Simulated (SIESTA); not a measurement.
# BaTiO3 under changes of volume

One of the cells (13.097 Å³/atom); the others are scaled copies at fixed shape and fractional positions:

```xyz
5
Lattice="2.8461 1.6432 2.3337 -2.8461 1.6432 2.3337 0.0000 -3.2864 2.3337" Properties=species:S:1:pos:R:3 pbc="T T T"
Ba    0.0000    0.0000    0.0000
Ti    0.0000    0.0000    3.3921
O     1.3977   -0.8070    2.4147
O    -1.3977   -0.8070    2.4147
O     0.0000    1.6139    2.4147
```

- Program: SIESTA 5.4.2
- Functional: PBEsol
- Potentials or basis: PseudoDojo 0.4 standard (PBEsol files)
- Basis: DZP (energy shift 0.003 Ry; two zetas on semicore shells; d shell added on Ba)
- Grid cutoff: 800 Ry
- Energy shift: 0.003 Ry
- k mesh: 7 × 7 × 7
- Occupations: fermi-dirac, width 0.05 eV
- Spin: no spin polarisation

```tsv
volume (Å³/atom)	energy over the lowest point (meV/atom)	pressure (GPa)	gap on the mesh (eV)	largest force (eV/Å)
12.070	32.05	13.6	2.51	0.897
12.327	?	?	?	?
12.583	3.26	4.7	2.41	0.429
13.097	0.00	-2.4	2.31	0.113
13.354	6.30	-5.4	2.26	0.194
13.611	17.13	-8.1	2.21	0.373
```

Task: What does the run at 12.327 Å³/atom give?

Result: Energy over the lowest point 14.12 meV/atom; pressure 8.9 GPa; gap on the mesh 2.46 eV; largest force 0.656 eV/Å.

Worked out: A Birch-Murnaghan fit of order 3 (a polynomial in V^(-2/3)) to the other rows has its minimum at 12.91 Å³/atom with B0 = V·E''(V) = 173 GPa and B' = 4.7 at fixed shape and positions, which overstates the stiffness. It gives 14.06 meV/atom at 12.327 Å³/atom, against the run's 14.12, and -dE/dV = 8.9 GPa, against 8.9. A straight line through the other rows of the gap, of slope -2.49 eV per unit of ln V, gives 2.46 eV, against the run's 2.46.

Energies are extrapolated to zero smearing.

Caveats: this set's barium file shifts pressures by up to 1 GPa against other sets; spin-orbit coupling is left out, which moves the levels of the heavy elements; an odd mesh through Γ misses points on the zone boundary, where band edges often lie; the basis of atomic orbitals isn't converged, which shifts pressures, moduli and gaps.
